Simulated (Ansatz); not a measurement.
Runs of Ansatz 0.2.0 on TiSi2. Symmetry: Immm, No. 71, orthorhombic system. Conventional cell: a = 2.946 Å, b = 3.424 Å, c = 8.424 Å, α = 90.00°, β = 90.00°, γ = 90.00°. Ti (site symmetry mmm) has 10 Si at 2.67 to 2.78 Å and 2 Ti at 2.95 Å as nearest neighbours. Si (site symmetry mm2) is surrounded by 7 Si at 2.63 to 2.95 Å and 5 Ti at 2.67 to 2.78 Å. The cell comes from a database or a generator and needn't be the stable form of this composition.

```csv
level,U,cutoff (eV),hubbard projectors,double counting,gap on the mesh (eV),pressure (GPa),relaxed volume (Å³/atom),largest force (eV/Å)
PBEsol+U,Ti d U = 5 eV,420,ortho-atomic (the default),fll (the default),none,0.0,14.23,0.01
LDA,-,420,-,-,none,0.0,13.52,-
PBEsol+U,Ti d U = 1 eV,420,ortho-atomic (the default),fll (the default),none,0.0,(a),0.01
RPBE,-,420,-,-,none,0.0,14.45,-
PBEsol+U,Ti d U = 3 eV,420,ortho-atomic (the default),fll (the default),none,0.0,14.03,-
revPBE,-,420,-,-,none,0.0,14.39,-
BLYP,-,420,-,-,none,0.0,(d),-
PBEsol,-,420,-,-,none,0.0,13.81,-
PBEsol+U,Ti d U = 6 eV,420,ortho-atomic (the default),fll (the default),none,0.0,(c),-
PBEsol+U,Ti d U = 4 eV,420,ortho-atomic (the default),fll (the default),none,0.0,(b),-
r2SCAN,-,500,-,-,none,0.0,13.93,-
```

Alike in all rows: task relaxation of cell and atoms; potentials or basis Ansatz PAW; no spin polarisation; cell relaxed; k mesh 12 × 12 × 12; smearing fermi-dirac 0.05 eV.

Task: Fill in the values left out.

Result: (a) 13.88; (b) 14.12; (c) 15.08; (d) 15.02.

Caveats: the plane-wave basis is chosen anew once the cell has moved, so the energies of steps on either side of that aren't comparable; the PAW data sets come from PBE, with cores solved anew for the run's functional, which leaves a small shift of forces and pressure; U without spin polarisation on a metal has little footing (some runs); the U is typed as a test and isn't derived for this compound (some runs).

A gap of «none» marks a metal or a gap under the smearing width.

Runs at the PBE level aren't shown here.
